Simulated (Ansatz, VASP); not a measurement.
**One calculation of Na, two programs**

```xyz
1
Lattice="-2.0287 2.0287 2.0287 2.0287 -2.0287 2.0287 2.0287 2.0287 -2.0287" Properties=species:S:1:pos:R:3 pbc="T T T"
Na    0.0000    0.0000    0.0000
```

Alike in both runs: task single point; functional LDA; k mesh 11 × 11 × 11; occupations fermi-dirac, width 0.1 eV; no spin polarisation.

|  | VASP | Ansatz |
| --- | --- | --- |
| version | VASP 6.6.1 | Ansatz 0.2.0 |
| potentials or method | VASP PAW LDA potentials, release 64 (Na_pv) | plane waves (600 eV) with PAW, scalar-relativistic |
| plane-wave cutoff (eV) | 520 | 600 |
| valence electrons in the cell | 7 | 9 |

```csv
,VASP,Ansatz,Ansatz less VASP
pressure (GPa),-0.1,0.0,+0.03
```

The two sets of potentials don't hold the same shells in valence. Ansatz warned: «pseudo_functional_mismatch».
